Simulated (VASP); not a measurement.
Wanted: the native input for a VASP 6.6.1 run.

- Task: G0W0 quasiparticle levels
- Functional: PBE
- Potentials or basis: VASP PAW PBE potentials, release 64 (N_GW, B_GW)
- Cutoff: 450 eV
- k mesh: 8 × 8 × 8
- Occupations: gaussian, width 0.01 eV
- Spin: no spin polarisation
- GW scheme: G0W0
- GW iterations: 1
- Cutoff of the response function: 120
- Frequency points: 50
- Empty bands: 56
- Further INCAR settings: ALGO = EVGW0; EDIFF = 1e-08; NBANDS = 60

BN:

```
N B
1.0
     0.00000    3.49532    2.16609
     1.25163    0.00000    2.16609
     1.25163    3.49532    0.00000
N B
1 1
Direct
  0.66665 0.66665 0.33335
  0.00005 0.00005 0.99995
```

Measurements of this composition are mostly on another form, of space group No. 194.

One way to write it, as run:

POSCAR

```
BN
1.0
    0.0000000000      3.4953158300      2.1660912400
    1.2516321000      0.0000000000      2.1660912400
    1.2516321000      3.4953158300      0.0000000000
N B
1 1
Direct
    0.6666513400      0.6666513400      0.3333486600
    0.0000486500      0.0000486500      0.9999513500
```

INCAR.step1

```
SYSTEM = BN
PREC = Accurate ; ENCUT = 450
EDIFF = 1E-8 ; ISMEAR = 0
SIGMA = 0.01 ; LREAL = .FALSE.
LASPH = .TRUE. ; NELM = 80
ALGO = Normal ; LWAVE = .TRUE.
LCHARG = .FALSE. ; GGA = PE
```

INCAR.step2

```
SYSTEM = BN
PREC = Accurate ; ENCUT = 450
EDIFF = 1E-8 ; ISMEAR = 0
SIGMA = 0.01 ; LREAL = .FALSE.
LASPH = .TRUE. ; NELM = 1
ALGO = Exact ; LWAVE = .TRUE.
LCHARG = .FALSE. ; GGA = PE
NBANDS = 60 ; LOPTICS = .TRUE.
ISTART = 1
```

INCAR.step3

```
SYSTEM = BN
PREC = Accurate ; ENCUT = 450
EDIFF = 1E-8 ; ISMEAR = 0
SIGMA = 0.01 ; LREAL = .FALSE.
LASPH = .TRUE. ; ALGO = EVGW0
LWAVE = .FALSE. ; LCHARG = .FALSE.
GGA = PE ; NELMGW = 1
NBANDS = 60 ; ENCUTGW = 120
NOMEGA = 50 ; PRECFOCK = Fast
ISTART = 1 ; NBANDSGW = 12
```

KPOINTS

```
Automatic mesh
0
G
  8 8 8
  0 0 0
```

Potentials or basis: VASP PAW PBE potentials, release 64 (N_GW, B_GW).

Launch:

```sh
$ cat potpaw_PBE.64/N_GW/POTCAR potpaw_PBE.64/B_GW/POTCAR > POTCAR
$ cp INCAR.step1 INCAR
$ mpirun -np 1 vasp_std > vasp.out
$ cp INCAR.step2 INCAR
$ mpirun -np 1 vasp_std > vasp.out
$ cp INCAR.step3 INCAR
$ mpirun -np 1 vasp_std > vasp.out
```

It gave:

- Band gap on the k mesh, mean-field level: 3.83 eV, indirect (least direct gap 4.81 eV)
- Quasiparticle gap: 5.27 eV
- Least direct quasiparticle gap: 6.50 eV

Caveat: bands, screening cutoff and mesh are small and nothing is extrapolated, so the quasiparticle values aren't converged.

Run time: 35 min on 1 thread of Intel(R) Xeon(R) Platinum 8488C (Sapphire Rapids) (shared host), peak memory 0.89 GiB.
